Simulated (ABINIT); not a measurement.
Runs of ABINIT 10.8.3 (patched build) on BaS. Symmetry: Fm-3m, No. 225, cubic system. The conventional cell has a = 6.388 Å, b = 6.388 Å, c = 6.388 Å, α = 90.00°, β = 90.00°, γ = 90.00°. Ba (site symmetry m-3m) has 6 S at 3.19 Å as nearest neighbours. S (site symmetry m-3m) is surrounded by 6 Ba at 3.19 Å. 

```csv
task,level,potentials or basis,spin,k mesh,cutoff (eV),fine-grid cutoff,gap on the mesh (eV),pressure (GPa)
band structure,LDA,PseudoDojo NC SR LDA v0.4 stringent,off,7 × 7 × 7,735,-,2.01,-2.2
band structure,PBEsol,JTH PAW PBE v2.0,"SOC, no magnetisation",7 × 7 × 7,544,1088.46 eV,2.01,-0.7
single point,PBEsol,JTH PAW PBE v2.0,off,9 × 9 × 9,544,1088.46 eV,2.03,-0.7
band structure,PW91,JTH PAW PBE v2.0,off,7 × 7 × 7,544,1088.46 eV,2.18,(a)
```

Alike in all rows: cell as given; smearing fermi-dirac 0.05 eV.

**Question.** Estimate the missing entries.

**Answer.** (a) 1.1.

Caveats: spin-orbit coupling is left out, which moves the levels of the heavy elements (some runs); this set's barium file shifts pressures by 1.5 GPa and gaps by 0.1 eV against other sets (some runs); the PAW data sets were made with another functional, which shifts forces and pressure a little (some runs); an odd mesh through Γ misses points on the zone boundary, where band edges often lie (some runs).

A k mesh can miss the band edges, and rows without SOC leave out spin-orbit coupling on Ba.

Runs at the PBE level aren't shown here.
